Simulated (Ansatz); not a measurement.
# Zn (C2/m) in Ansatz: convergence with wavefunction cutoff

Aim: find how far wavefunction cutoff must go before the results for Zn settle, at LDA. This setting moves, with any that are tied to it; all else stays.

Program: Ansatz 0.2.0. These are calculated values, not measurements. Logs are shortened: lines on timing, memory, paths and dates and some standing lists are left out, and cuts for length are marked.

## 1. The structure

Symmetry: C2/m, No. 12, monoclinic system. The conventional cell has a = 4.536 Å, b = 2.617 Å, c = 7.472 Å, α = 90.00°, β = 102.30°, γ = 90.00°. Zn (site symmetry m) has 12 Zn at 2.62 to 2.89 Å as nearest neighbours. Zn (site symmetry 2/m) is surrounded by 12 Zn at 2.62 to 2.89 Å.

This isn't the form of Zn at room conditions, which is hcp.

## 2. With wavefunction cutoff 400 eV

Input file input.yaml:

```yaml
crystal:
  lattice:
    - [2.2681701736, -1.30848701, 0.0]
    - [2.2681701736, 1.30848701, 0.0]
    - [-1.5917165425, 0.0, 7.3004081919]
  atoms:
    - { symbol: Zn, position: [0.77801786, 0.77801786, 0.33450498] }
    - { symbol: Zn, position: [0.22198214, 0.22198214, 0.66549502] }
    - { symbol: Zn, position: [0.0, 0.0, 0.0] }
hamiltonian:
  xc: lda
  pseudopotentials: { kind: paw, source: jth, xc_functional: pbe }
kpoints:
  mp_grid: { grid: [10, 10, 3] }
scf:
  occupations: { method: gaussian, width: 0.1 }
output:
  forces: true
  stress: true
  eigenvalues: true
basis:
  ecutwfc: "400 eV"
```

Potentials or basis: JTH PAW.

Launch:

```console
$ ansatz run input.yaml --threads 2 --pin off --max-ram 5632MiB --backend cpu --events-out ev --progress --plain --runs-dir out
```

Log:

```text
Warning: basis.ecutwfc = 400 eV is below the records' recommended 1080 eV, and the density's cutoff is lower with it unless basis.ecutrho_ratio is high enough to keep the records' density cutoff: compare with a run at a higher cutoff
Warning: the checks of this Zn dataset prove no rule for summing its radial tables, as where they were carried onto another mesh than they were made on, and Gregory's rule is taken, under which a leading mesh point left out moves its sums only by what lay on the interval it spanned. That does not make them correct, and they differ from Quantum ESPRESSO's on this file; a re-export a fraction of a mesh step off can move them. hamiltonian.pseudopotentials.radial_quadrature: simpson_from_first_knot sums it by `pw.x`'s rule; on a PAW file no value gives `pw.x`'s numbers. What more to know: hamiltonian.pseudopotentials.radial_quadrature, in the input reference
Warning: RAYON_NUM_THREADS=2 ignored (pool sized by the plan → 2); use --threads N
Engine: ansatz 0.2.0, x86_64-unknown-linux-gnu
Pseudopotentials: kind: paw
Pseudopotential: Zn, paw, valence charge 12, recommended cutoff 1080 eV (normal), Zn.paw.azcp
Functional definition: SPW92
  exchange = slater_x
  correlation = pw_c
Crystal: 3 atoms, lattice volume = 43.333 Å³
Basis set: ecut = 400 eV, 805 PW (Γ)
Bands: 22, of which v1, the nominal top of the filled ones, is band 18 counted from 1 (17 counted from 0)
Symmetry: 4 space group operations
Space group: C2/m (ITA 12), of the structure as read, at distance tolerance 3.5e-5 Å
k-points: 86 of 300
Non-local potential: Zn, projectors of the file, l = 0: 2, l = 1: 2, l = 2: 2
PAW form: soft (Blöchl's): semilocal exchange-correlation on the pseudo side does not see the compensation charge
PAW frozen core: Zn, regenerated for the run's functional, and the local potential with it (the file was generated under x = pbe(κ = 0.804, μ = 0.2195149727645171), c = pbe(β = 0.06672455060314922))
PAW one-centre angular grid: Zn, 590 points (default); XC on 64 Gauss nodes
Initial density: superposition of atomic densities (chi_scale 0.1, normalization cell)
Initial wavefunctions: pseudopotential atomic-orbital guess
Functional: x = slater, c = lda
SCF iter   1: F=—  HF=-9734.789700 eV  |F-HF|=—  |Δ(HF+E_count)|=         —  Δρ=5.60e-2  dr2=1.23e0  ethr=3.10e-3  ⟨swp⟩=9.9  Hψ=15443  notcnv=0
preconditioner: auto → none  [metal: Δε(μ)=0.062 eV  Ē_g=11.123 eV  σ=0.100 eV  W_gap=0.34  n_scr=6 (ndim 8)  ℏωp=33.8 eV  f_vac=0.000  D(μ)=0.68/eV (n_scr^D=2)  sad-step TF]
SCF iter   2: F=—  HF=-9734.429338 eV  |F-HF|=—  |Δ(HF+E_count)|=   3.60e-1  Δρ=2.32e-2  dr2=2.28e-1  ethr=3.10e-3  ⟨swp⟩=3.6  Hψ=4567  notcnv=0  defer=10
SCF iter   3: F=—  HF=-9734.346503 eV  |F-HF|=—  |Δ(HF+E_count)|=   8.28e-2  Δρ=8.28e-3  dr2=2.96e-2  ethr=6.34e-4  ⟨swp⟩=1.4  Hψ=2221  notcnv=0  defer=10
SCF iter   4: F=—  HF=-9734.335549 eV  |F-HF|=—  |Δ(HF+E_count)|=   1.10e-2  Δρ=5.06e-4  dr2=9.81e-4  ethr=8.23e-5  ⟨swp⟩=1.7  Hψ=2994  notcnv=0  defer=10
SCF iter   5: F=—  HF=-9734.335493 eV  |F-HF|=—  |Δ(HF+E_count)|=   5.66e-5  Δρ=2.43e-4  dr2=1.14e-4  ethr=2.72e-6  ⟨swp⟩=3.1  Hψ=3580  notcnv=0  defer=10
SCF iter   6: F=—  HF=-9734.335492 eV  |F-HF|=—  |Δ(HF+E_count)|=   2.34e-7  Δρ=5.96e-5  dr2=2.91e-6  ethr=3.17e-7  ⟨swp⟩=2.5  Hψ=3499  notcnv=0  defer=10
SCF iter   7: F=—  HF=-9734.335494 eV  |F-HF|=—  |Δ(HF+E_count)|=   1.06e-6  Δρ=1.81e-5  dr2=1.65e-7  ethr=8.09e-9  ⟨swp⟩=3.1  Hψ=4140  notcnv=0  defer=10
SCF iter   8: F=-9734.335494 eV  HF=-9734.335494 eV  |F-HF|=2.28e-9  |Δ(HF+E_count)|=   9.02e-8  Δρ=4.15e-6  dr2=7.33e-9  ethr=2.78e-10  ⟨swp⟩=12.3  Hψ=13684  notcnv=0
SCF 1 converged in 8 iterations: F = -9734.335494 eV  dr2 = 7.33e-9
SCF converged after 8 iterations
Free energy (F): -9734.335494 eV
Harris-Foulkes:  -9734.335494 eV  (|F-HF|=2.28e-9)
Internal energy: -9734.331694 eV  (E = F + TS)
E sigma→0 (E₀):  -9734.333594 eV
Entropy (-TS):   -0.003799 eV (-1.266 meV/atom)
Fermi energy:    13.119850 eV
--- Per-component energies (eV) ---
  E_band       = 215.292470
  E_kinetic    = 533.621232
  E_local      = -4395.675890  (includes V_loc(G=0)·N_el)
  E_nonlocal   = 1512.058190
  E_hartree    = 1104.524335
  E_xc         = -145.262224
  E_vxc        = -177.978055  (∫ρ·V_xc dr)
  E_paw        = -4669.656059  (= ΣΔE_a)
  E_vpaw       = 534.224945  (= ΣTr[D̂ρ^β])
  E_aug_tail   = -0.005848  (compensation charges beyond the density's cutoff)
  E_ewald      = -3678.606507
  E_core_change = 4.671077  (= ΣΔE_core)
  E_smearing   = -0.003799  (= −TS)
  E_closure    = -0.000000  (closes the sum)
  Σ components = -9734.335494   (vs F -9734.335494, Δ=0.00e0)
--- Forces (eV/Å), atoms counted from 1 ---
  atom   1  Zn    -0.00471542     0.00000000     0.00198536
  atom   2  Zn     0.00471542    -0.00000000    -0.00198536
  atom   3  Zn     0.00000000     0.00000000     0.00000000
  max |Σ_I F_I| component: 2.52e-29 eV/Å
--- Stress (GPa, compression-positive) ---
       -5.917872      -0.000000      -0.824261
       -0.000000      -6.581739       0.000000
       -0.824261       0.000000      -4.000154
  P = ⅓ Tr σ = -5.4999 GPa (-54.999 kbar)
--- Band table (eV; the first three rows and the last of 86) ---
  k-point 0: bands = ["2.3146", "4.0973", "4.1024", "5.0421", "5.2923", "5.2944", "5.3033", "5.3080", "5.3416", "5.3468", "5.7273", "5.7330", "5.8972", "5.8990", "5.9038", "5.9105", "6.1211", "6.1528", "14.7893", "14.8496", "27.0190", "30.8178"]
  k-point 1: bands = ["2.6192", "3.4251", "4.2507", "5.0516", "5.1999", "5.2898", "5.2928", "5.3105", "5.3150", "5.3360", "5.3393", "5.7573", "5.7590", "5.8289", "5.8311", "5.9469", "5.9510", "8.2448", "11.2884", "18.9246", "23.4510", "31.1595"]
  k-point 2: bands = ["2.6243", "4.2579", "4.3155", "5.0770", "5.2488", "5.2707", "5.3034", "5.3652", "5.3789", "5.4139", "5.5238", "5.6118", "5.6937", "5.7037", "5.8896", "5.9067", "6.4364", "6.7433", "14.7079", "15.5172", "27.2635", "27.4206"]
  k-point 85: bands = ["4.4807", "4.5193", "4.5256", "4.7481", "4.8716", "5.1567", "5.4751", "5.5467", "5.7322", "5.8337", "5.8773", "5.9732", "6.1465", "6.1576", "6.1650", "10.2449", "10.8839", "11.4170", "13.6004", "14.1076", "15.6358", "18.9983"]
```

Wall time 1.8 s (2 threads of Intel Xeon 6975P-C (Granite Rapids), shared host); peak memory 0.36 GiB.

What came out:

```
Free energy            : -9734.3355 eV
Pressure               : -5.5 GPa
Largest force          : 0.005 eV/Å
Band gap on the k mesh : none (metal or under the smearing width)
```

## 3. With wavefunction cutoff 500 eV

Edit input.yaml of step 2 so:

```diff
@@ -21,2 +21,2 @@
 basis:
-  ecutwfc: "400 eV"
+  ecutwfc: "500 eV"
```

Potentials or basis: JTH PAW.

Launch:

```console
$ ansatz run input.yaml --threads 2 --pin off --max-ram 5632MiB --backend cpu --events-out ev --progress --plain --runs-dir out
```

Wall time 1.9 s (2 threads of Intel Xeon 6975P-C (Granite Rapids), shared host); peak memory 0.39 GiB.

Results:

* Free energy: -9734.4151 eV
* Pressure: -5.5 GPa
* Largest force: 0.005 eV/Å
* Band gap on the k mesh: none (metal or under the smearing width)

## 4. With wavefunction cutoff 600 eV

Edit input.yaml of step 3 so:

```diff
@@ -21,2 +21,2 @@
 basis:
-  ecutwfc: "500 eV"
+  ecutwfc: "600 eV"
```

Launch:

```console
$ ansatz run input.yaml --threads 2 --pin off --max-ram 5632MiB --backend cpu --events-out ev --progress --plain --runs-dir out
```

It took 2.3 s on 2 threads of Intel Xeon 6975P-C (Granite Rapids), shared host; peak memory 0.42 GiB.

Results:

| Quantity | Value |
| --- | --- |
| Free energy | -9734.4824 eV |
| Pressure | -5.5 GPa |
| Largest force | 0.005 eV/Å |
| Band gap on the k mesh | none (metal or under the smearing width) |

## 5. With wavefunction cutoff 700 eV

Edit input.yaml of step 4 so:

```diff
@@ -21,2 +21,2 @@
 basis:
-  ecutwfc: "600 eV"
+  ecutwfc: "700 eV"
```

Launch:

```console
$ ansatz run input.yaml --threads 2 --pin off --max-ram 5632MiB --backend cpu --events-out ev --progress --plain --runs-dir out
```

Run time: 3.1 s. Hardware: 2 threads of Intel Xeon 6975P-C (Granite Rapids), shared host; peak memory 0.44 GiB.

Results:

- Free energy: -9734.4890 eV
- Pressure: -5.5 GPa
- Largest force: 0.005 eV/Å
- Band gap on the k mesh: none (metal or under the smearing width)

## 6. With wavefunction cutoff 850 eV

Edit input.yaml of step 5 so:

```diff
@@ -21,2 +21,2 @@
 basis:
-  ecutwfc: "700 eV"
+  ecutwfc: "850 eV"
```

Potentials or basis: JTH PAW.

Launch:

```console
$ ansatz run input.yaml --threads 2 --pin off --max-ram 5632MiB --backend cpu --events-out ev --progress --plain --runs-dir out
```

Wall time 5.1 s (2 threads of Intel Xeon 6975P-C (Granite Rapids), shared host); peak memory 0.49 GiB.

It converged, with:

```
Free energy            : -9734.4969 eV
Pressure               : -5.5 GPa
Largest force          : 0.005 eV/Å
Band gap on the k mesh : none (metal or under the smearing width)
```

## 7. With wavefunction cutoff 1000 eV

Edit input.yaml of step 6 so:

```diff
@@ -21,2 +21,2 @@
 basis:
-  ecutwfc: "850 eV"
+  ecutwfc: "1000 eV"
```

Launch:

```console
$ ansatz run input.yaml --threads 2 --pin off --max-ram 5632MiB --backend cpu --events-out ev --progress --plain --runs-dir out
```

Wall time 4.9 s (2 threads of Intel Xeon 6975P-C (Granite Rapids), shared host); peak memory 0.54 GiB.

The run converged. Its results:

* Free energy: -9734.5017 eV
* Pressure: -5.5 GPa
* Largest force: 0.005 eV/Å
* Band gap on the k mesh: none (metal or under the smearing width)

## 8. With wavefunction cutoff 1200 eV

Edit input.yaml of step 7 so:

```diff
@@ -21,2 +21,2 @@
 basis:
-  ecutwfc: "1000 eV"
+  ecutwfc: "1200 eV"
```

Launch:

```console
$ ansatz run input.yaml --threads 2 --pin off --max-ram 5632MiB --backend cpu --events-out ev --progress --plain --runs-dir out
```

It took 6.6 s on 2 threads of Intel Xeon 6975P-C (Granite Rapids), shared host; peak memory 0.6 GiB.

The run converged. Its results:

```yaml
Free_energy: -9734.5022 eV
Pressure: -5.5 GPa
Largest_force: 0.005 eV/Å
Band_gap_on_the_k_mesh: none (metal or under the smearing width)
```

## 9. With wavefunction cutoff 1400 eV

Edit input.yaml of step 8 so:

```diff
@@ -21,2 +21,2 @@
 basis:
-  ecutwfc: "1200 eV"
+  ecutwfc: "1400 eV"
```

Potentials or basis: JTH PAW.

Launch:

```console
$ ansatz run input.yaml --threads 2 --pin off --max-ram 5632MiB --backend cpu --events-out ev --progress --plain --runs-dir out
```

Wall time 7 s (2 threads of Intel Xeon 6975P-C (Granite Rapids), shared host); peak memory 0.72 GiB.

It converged, with:

```
Free energy            : -9734.5026 eV
Pressure               : -5.5 GPa
Largest force          : 0.005 eV/Å
Band gap on the k mesh : none (metal or under the smearing width)
```

## 10. With wavefunction cutoff 1700 eV

Edit input.yaml of step 9 so:

```diff
@@ -21,2 +21,2 @@
 basis:
-  ecutwfc: "1400 eV"
+  ecutwfc: "1700 eV"
```

Launch:

```console
$ ansatz run input.yaml --threads 2 --pin off --max-ram 5632MiB --backend cpu --events-out ev --progress --plain --runs-dir out
```

It took 9.1 s on 2 threads of Intel Xeon 6975P-C (Granite Rapids), shared host; peak memory 0.82 GiB.

Results (log left out):

```
Free energy            : -9734.5031 eV
Pressure               : -5.5 GPa
Largest force          : 0.005 eV/Å
Band gap on the k mesh : none (metal or under the smearing width)
```

## 11. Result

```csv
wavefunction cutoff,"energy less the tightest run, at zero smearing (meV/atom)",SCF cycles,CPU time (s),peak memory (GiB)
400 eV,55.88,8,3.4,0.36
500 eV,29.35,8,3.7,0.39
600 eV,6.90,8,4.3,0.42
700 eV,4.70,8,5.9,0.44
850 eV,2.07,8,9.8,0.49
1000 eV,0.47,8,9.4,0.54
1200 eV,0.31,8,13,0.6
1400 eV,0.19,8,14,0.72
1700 eV,0.00,8,18,0.82
```

Against the tightest run, the energy stays within 1 meV/atom from 1000 eV on. The tightest run that finished is the yardstick and may itself not be fully converged.
